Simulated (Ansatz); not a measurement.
# Ti (Im-3m) in Ansatz: settings compared

Aim: see how the results for Ti move with the level of theory and the settings. Levels: RPBE, revPBE, BLYP, r2SCAN, HSEsol, HSE06. Tasks: band structure.

All numbers are computed with Ansatz 0.2.0; they aren't measurements. Logs are shortened: lines on timing, memory, paths and dates and some standing lists are left out, and cuts for length are marked.

### 1 Starting point

The structure is cubic, space group Im-3m (No. 229). The conventional cell has a = 3.282 Å, b = 3.282 Å, c = 3.282 Å, α = 90.00°, β = 90.00°, γ = 90.00°. Ti (site symmetry m-3m) has 8 Ti at 2.84 Å as nearest neighbours.

This isn't the form of Ti at room conditions, which is hcp.

### 2 Band structure, RPBE

Input file input.yaml:

```yaml
crystal:
  lattice:
    - [-1.641, 1.641, 1.641]
    - [1.641, -1.641, 1.641]
    - [1.641, 1.641, -1.641]
  atoms:
    - { symbol: Ti, position: [0.0, 0.0, 0.0] }
hamiltonian:
  xc: rpbe
  pseudopotentials: { kind: paw }
kpoints:
  mp_grid: { grid: [11, 11, 11] }
  band_path:
    path:
      - [[0.0, 0.0, 0.0], [0.5, -0.5, 0.5], [0.0, 0.0, 0.5], [0.0, 0.0, 0.0], [0.25, 0.25, 0.25], [0.5, -0.5, 0.5]]
      - [[0.25, 0.25, 0.25], [0.0, 0.0, 0.5]]
    npoints: 14
scf:
  occupations: { method: fermi_dirac, width: 0.05 }
  n_extra_bands: 6
output:
  forces: true
  stress: true
  eigenvalues: true
  fatbands: false
```

Potentials or basis: Ansatz PAW.

The run is started by

```console
ansatz run input.yaml --threads 2 --pin off --max-ram 5632MiB --backend cpu --events-out ev --progress --plain --runs-dir out
```

The log of the run:

```text
Warning: RAYON_NUM_THREADS=2 ignored (pool sized by the plan → 2); use --threads N
scf.n_extra_bands = 6 over 6 filled bands (N_el = 12.0): the run solves 12 bands
Engine: ansatz 0.2.0, x86_64-unknown-linux-gnu
Pseudopotentials: kind: paw
Pseudopotential: Ti, paw, valence charge 12, recommended cutoff 420 eV (normal), Ti.paw.azcp
Functional definition: RPBE
  parameter kappa = 0.804
  parameter beta = 0.06672455060314922
  exchange = rpbe_x(kappa = kappa, mu = beta*pi^2/3)
  correlation = pbe_c(beta = beta)
Crystal: 1 atoms, lattice volume = 17.676 Å³
Basis set: ecut = 420 eV, 369 PW (Γ), exchange–correlation on 40×40×40 points (8 copies of the dense FFT grid, shifted against one another)
Bands: 12, of which v1, the nominal top of the filled ones, is band 6 counted from 1 (5 counted from 0)
Symmetry: 48 space group operations
Space group: Im-3m (ITA 229), of the structure as read, at distance tolerance 2.6e-5 Å
k-points: 56 of 1331
Non-local potential: Ti, projectors of the file, l = 0: 3, l = 1: 2, l = 2: 3, l = 3: 1
PAW form: soft (Blöchl's): semilocal exchange-correlation on the pseudo side does not see the compensation charge
PAW frozen core: Ti, regenerated for the run's functional, and the local potential with it (the file was generated under x = pbe(κ = 0.804, μ = 0.2195149727645171), c = pbe(β = 0.06672455060314922))
PAW one-centre angular grid: Ti, 590 points (default); XC on 64 Gauss nodes
Initial density: superposition of atomic densities (neutral atoms: chi_scale 0, normalization atom), corrected by the library's trained network
Initial wavefunctions: pseudopotential atomic-orbital guess
Functional: x = rpbe, c = pbe(β = 0.06672455060314922)
SCF iter   1: F=—  HF=-2503.930992 eV  |F-HF|=—  |Δ(HF+E_count)|=         —  Δρ=2.78e-3  dr2=9.64e-4  ethr=1.77e-3  ⟨swp⟩=4.6  Hψ=3318  notcnv=0
preconditioner: auto → none  [metal: Δε(μ)=0.006 eV  Ē_g=7.064 eV  σ=0.050 eV  W_gap=0.03  n_scr=0 (ndim 8)  ℏωp=17.7 eV  f_vac=0.000  D(μ)=2.95/eV (n_scr^D=54)]
SCF iter   2: F=—  HF=-2503.930892 eV  |F-HF|=—  |Δ(HF+E_count)|=   9.94e-5  Δρ=1.08e-3  dr2=7.97e-5  ethr=8.03e-6  ⟨swp⟩=1.0  Hψ=1120  notcnv=0  defer=15
SCF iter   3: F=—  HF=-2503.930996 eV  |F-HF|=—  |Δ(HF+E_count)|=   1.03e-4  Δρ=2.50e-4  dr2=2.29e-6  ethr=6.64e-7  ⟨swp⟩=2.0  Hψ=728  notcnv=0  defer=15
SCF iter   4: F=—  HF=-2503.931005 eV  |F-HF|=—  |Δ(HF+E_count)|=   8.82e-6  Δρ=2.64e-5  dr2=1.47e-7  ethr=1.91e-8  ⟨swp⟩=2.7  Hψ=964  notcnv=0  defer=15
iter 5 did not close the SCF: its close was put off for the readings that it lacked (scf_convergence_deferred on its scf_iter line)
SCF iter   5: F=-2503.931005 eV  HF=-2503.931005 eV  |F-HF|=2.99e-9  |Δ(HF+E_count)|=   3.52e-8  Δρ=4.56e-6  dr2=3.94e-9  ethr=1.23e-9  ⟨swp⟩=1.8  Hψ=675  notcnv=0  defer=15
SCF iter   6: F=-2503.931005 eV  HF=-2503.931005 eV  |F-HF|=2.50e-11  |Δ(HF+E_count)|=  9.37e-10  Δρ=5.35e-7  dr2=5.48e-11  ethr=3.28e-11  ⟨swp⟩=4.0  Hψ=2502  notcnv=0
SCF 1 converged in 6 iterations: F = -2503.931005 eV  dr2 = 5.48e-11
NSCF: frozen V_eff on 86 k-points
SCF converged after 6 iterations
Free energy (F): -2503.931005 eV
Harris-Foulkes:  -2503.931005 eV  (|F-HF|=2.50e-11)
Internal energy: -2503.908068 eV  (E = F + TS)
E sigma→0 (E₀):  -2503.919536 eV
Entropy (-TS):   -0.022937 eV (-22.937 meV/atom)
Fermi energy:    12.965155 eV
--- Per-component energies (eV) ---
  E_band       = -159.584509
  E_kinetic    = 272.278487
  E_local      = -821.969253  (includes V_loc(G=0)·N_el)
  E_nonlocal   = 7.323005
  E_hartree    = 337.557887
  E_xc         = -97.502426
  E_vxc        = -121.694317  (∫ρ·V_xc dr)
  E_paw        = -1051.920119  (= ΣΔE_a)
  E_vpaw       = -170.638570  (= ΣTr[D̂ρ^β])
  E_aug_tail   = 0.000129  (compensation charges beyond the density's cutoff)
  E_ewald      = -1149.623506
  E_core_change = -0.052270  (= ΣΔE_core)
  E_smearing   = -0.022937  (= −TS)
  E_closure    = 0.000000  (closes the sum)
  Σ components = -2503.931005   (vs F -2503.931005, Δ=0.00e0)
--- Forces (eV/Å), atoms counted from 1 ---
  atom   1  Ti     0.00000000    -0.00000000    -0.00000000
  max |Σ_I F_I| component: 1.44e-32 eV/Å
--- Stress (GPa, compression-positive) ---
        0.650806       0.000000      -0.000000
        0.000000       0.650806      -0.000000
        0.000000      -0.000000       0.650806
  P = ⅓ Tr σ = 0.6508 GPa (6.508 kbar)
--- Band table (eV; the first three rows and the last of 56) ---
  k-point 0: bands = ["-43.6966", "-19.5216", "-19.5216", "-19.5216", "7.0645", "13.9604", "13.9604", "13.9604", "15.6752", "15.6752", "30.2210", "30.2210"]
  k-point 1: bands = ["-43.6870", "-19.5737", "-19.5377", "-19.5219", "7.3401", "13.8366", "13.9193", "14.1595", "15.5404", "15.6836", "29.7331", "30.1512"]
  k-point 2: bands = ["-43.6612", "-19.7118", "-19.5808", "-19.5227", "8.1142", "13.5207", "13.7010", "14.7256", "15.3695", "15.7196", "28.2095", "29.4909"]
  k-point 55: bands = ["-43.4929", "-19.9573", "-19.9476", "-19.9476", "10.9841", "10.9967", "16.5573", "16.5573", "16.7478", "20.6447", "21.5955", "21.5955"]
```

Run time: 1.3 s. Hardware: 2 threads of Intel Xeon at 2.70GHz, shared host; peak memory 0.29 GiB.

What came out:

```yaml
Free_energy: -2503.9310 eV
Pressure: 0.7 GPa
Band_gap_on_the_k_mesh: none (metal or under the smearing width)
```

Levels at the corners of the path, in eV from the Fermi level:
```
point  band 3  band 4  band 5  band 6  band 7  band 8  band 9  band 10
    Γ  -32.49  -32.49   -5.90    1.00    1.00    1.00    2.71     2.71
    H  -32.92  -32.92   -2.05   -2.05    3.85    3.85    3.85     8.23
    N  -32.69  -32.49   -2.40   -0.36    1.05    2.70    3.04     4.19
    Γ  -32.49  -32.49   -5.90    1.00    1.00    1.00    2.71     2.71
    P  -32.80  -32.80   -0.60   -0.60   -0.60    3.10    3.10     8.89
    H  -32.92  -32.92   -2.05   -2.05    3.85    3.85    3.85     8.23
    P  -32.80  -32.80   -0.60   -0.60   -0.60    3.10    3.10     8.89
    N  -32.69  -32.49   -2.40   -0.36    1.05    2.70    3.04     4.19
```

Caveat: the PAW data sets come from PBE, with cores solved anew for the run's functional, which leaves a small shift of forces and pressure.

### 3 Band structure, revPBE

input.yaml: that of step 2 with these lines changed.

```diff
@@ -8,3 +8,3 @@
 hamiltonian:
-  xc: rpbe
+  xc: revpbe
   pseudopotentials: { kind: paw }
@@ -25 +25,5 @@
   fatbands: false
+  write_density: true
+  write_potential: true
+  elf: true
+  volumetric_format: npy
```

Potentials or basis: Ansatz PAW.

The run is started by

```console
ansatz run input.yaml --threads 2 --pin off --max-ram 5632MiB --backend cpu --events-out ev --progress --plain --runs-dir out
```

Wall time 1.3 s (2 threads of Intel Xeon at 2.70GHz, shared host); peak memory 0.3 GiB.

It converged, with:

- Free energy: -2502.6819 eV
- Pressure: -0.2 GPa
- Band gap on the k mesh: none (metal or under the smearing width)

Levels at the corners of the path, in eV from the Fermi level:
```
point  band 3  band 4  band 5  band 6  band 7  band 8  band 9  band 10
    Γ  -32.46  -32.46   -5.90    0.99    0.99    0.99    2.71     2.71
    H  -32.90  -32.90   -2.04   -2.04    3.85    3.85    3.85     8.23
    N  -32.66  -32.47   -2.40   -0.36    1.06    2.70    3.04     4.19
    Γ  -32.46  -32.46   -5.90    0.99    0.99    0.99    2.71     2.71
    P  -32.78  -32.78   -0.60   -0.60   -0.60    3.10    3.10     8.90
    H  -32.90  -32.90   -2.04   -2.04    3.85    3.85    3.85     8.23
    P  -32.78  -32.78   -0.60   -0.60   -0.60    3.10    3.10     8.90
    N  -32.66  -32.47   -2.40   -0.36    1.06    2.70    3.04     4.19
```

Caveat: the PAW data sets come from PBE, with cores solved anew for the run's functional, which leaves a small shift of forces and pressure.

### 4 Band structure, BLYP

input.yaml: that of step 3 with these lines changed.

```diff
@@ -8,3 +8,3 @@
 hamiltonian:
-  xc: revpbe
+  xc: blyp
   pseudopotentials: { kind: paw }
```

The run is started by

```console
ansatz run input.yaml --threads 2 --pin off --max-ram 5632MiB --backend cpu --events-out ev --progress --plain --runs-dir out
```

It took 0.95 s on 2 threads of Intel Xeon at 2.70GHz, shared host; peak memory 0.3 GiB.

The run converged. Its results:

* Free energy: -2505.7965 eV
* Pressure: -0.3 GPa
* Band gap on the k mesh: none (metal or under the smearing width)

Levels at the corners of the path, in eV from the Fermi level:
```
point  band 4  band 5  band 6  band 7  band 8  band 9
    Γ  -32.38   -5.75    0.92    0.92    0.92    2.63
    H  -32.82   -2.03   -2.03    3.77    3.77    3.77
    N  -32.38   -2.37   -0.41    1.27    2.62    2.95
    Γ  -32.38   -5.75    0.92    0.92    0.92    2.63
    P  -32.70   -0.57   -0.57   -0.57    3.01    3.01
    H  -32.82   -2.03   -2.03    3.77    3.77    3.77
    P  -32.70   -0.57   -0.57   -0.57    3.01    3.01
    N  -32.38   -2.37   -0.41    1.27    2.62    2.95
```

Caveat: the PAW data sets come from PBE, with cores solved anew for the run's functional, which leaves a small shift of forces and pressure.

### 5 Band structure, r2SCAN

input.yaml: that of step 4 with these lines changed.

```diff
@@ -8,3 +8,3 @@
 hamiltonian:
-  xc: blyp
+  xc: r2scan
   pseudopotentials: { kind: paw }
@@ -24,6 +24,2 @@
   eigenvalues: true
-  fatbands: false
-  write_density: true
-  write_potential: true
-  elf: true
-  volumetric_format: npy
+  fatbands: true
```

The run is started by

```console
ansatz run input.yaml --threads 2 --pin off --max-ram 5632MiB --backend cpu --events-out ev --progress --plain --runs-dir out
```

Run time: 1.5 s. Hardware: 2 threads of Intel Xeon at 2.70GHz, shared host; peak memory 0.36 GiB.

Results (log left out):

```
Free energy            : -2504.2370 eV
Pressure               : -2.8 GPa
Band gap on the k mesh : none (metal or under the smearing width)
```

Levels at the corners of the path, in eV from the Fermi level:
| point | band 3 | band 4 | band 5 | band 6 | band 7 | band 8 | band 9 | band 10 |
| --- | --- | --- | --- | --- | --- | --- | --- | --- |
| Γ | -33.79 | -33.79 | -6.33 | 1.12 | 1.12 | 1.12 | 2.86 | 2.86 |
| H | -34.23 | -34.23 | -2.20 | -2.20 | 4.02 | 4.02 | 4.02 | 8.63 |
| N | -33.99 | -33.79 | -2.53 | -0.32 | 0.92 | 2.86 | 3.21 | 4.38 |
| Γ | -33.79 | -33.79 | -6.33 | 1.12 | 1.12 | 1.12 | 2.86 | 2.86 |
| P | -34.11 | -34.11 | -0.66 | -0.66 | -0.66 | 3.27 | 3.27 | 9.18 |
| H | -34.23 | -34.23 | -2.20 | -2.20 | 4.02 | 4.02 | 4.02 | 8.63 |
| P | -34.11 | -34.11 | -0.66 | -0.66 | -0.66 | 3.27 | 3.27 | 9.18 |
| N | -33.99 | -33.79 | -2.53 | -0.32 | 0.92 | 2.86 | 3.21 | 4.38 |

Caveat: the PAW data sets come from PBE, with cores solved anew for the run's functional, which leaves a small shift of forces and pressure.

[end of part 1 of 2]
